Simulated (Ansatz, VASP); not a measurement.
This is a calculation of Tc for VASP 6.6.1.

INCAR

```
SYSTEM = Tc
  PREC = Accurate
  ENCUT = 600
  EDIFF = 1E-6
  ISMEAR = -1
  SIGMA = 0.05
  LREAL = .False.
  LASPH = .True.
  NELM = 100
  ALGO = Normal
  ISIF = 3
  LWAVE = .False.
  LCHARG = .False.
  GGA = CA
  IBRION = 2
  NSW = 80
  EDIFFG = -0.01
```

KPOINTS

```
regular mesh
0
Gamma
  12 12 12
  0 0 0
```

Contents of POSCAR:

```
Tc
1.0
    0.0000000000      1.9500000000      1.9500000000
    1.9500000000      0.0000000000      1.9500000000
    1.9500000000      1.9500000000      0.0000000000
Tc
1
Direct
    0.0000000000      0.0000000000      0.0000000000
```

Potentials or basis: VASP PAW LDA potentials, release 64 (Tc_pv).

Command:

```sh
$ cat potpaw_LDA.64/Tc_pv/POTCAR > POTCAR
$ mpirun -np 1 vasp_std > vasp.out
```

Translate it to Ansatz 0.2.0. Potentials there: all-electron LAPW, scalar-relativistic.

As run (the cutoff follows the program's own potentials):

File input.yaml:

```yaml
crystal:
  lattice:
    - [0.0, 1.95, 1.95]
    - [1.95, 0.0, 1.95]
    - [1.95, 1.95, 0.0]
  atoms:
    - { symbol: Tc, position: [0.0, 0.0, 0.0] }
kpoints:
  mp_grid: { grid: [12, 12, 12] }
scf:
  occupations: { method: fermi_dirac, width: 0.05 }
hamiltonian:
  xc: lda
  pseudopotentials: { kind: all_electron, lapw: { basis_error: 0.001 } }
output:
  forces: true
  stress: true
relax:
  f_tol: 0.01
  max_steps: 60
  cell: {}
```

Potentials or basis: all-electron LAPW, scalar-relativistic.

Launch:

```sh
$ ansatz run input.yaml --threads 1 --pin off --max-ram 3072MiB --backend cpu --events-out ev --progress --plain --runs-dir out
```

Both were run:

|  | VASP | Ansatz | Ansatz less VASP |
| --- | --- | --- | --- |
| relaxed volume (Å³/atom) | 13.84 | 13.84 | -0.008 |
| relaxed cell length with the largest relative difference (Å) | 2.695 | 2.695 | -0.0006 |
| energy change over the relaxation (meV/atom) | -66 | -67 | -1.0 |

Ansatz ran all-electron here, so the differences hold the error of VASP's frozen core and of both bases.

LDA usually gives volumes a few per cent too small. Zero-point motion and thermal expansion aren't in these numbers.
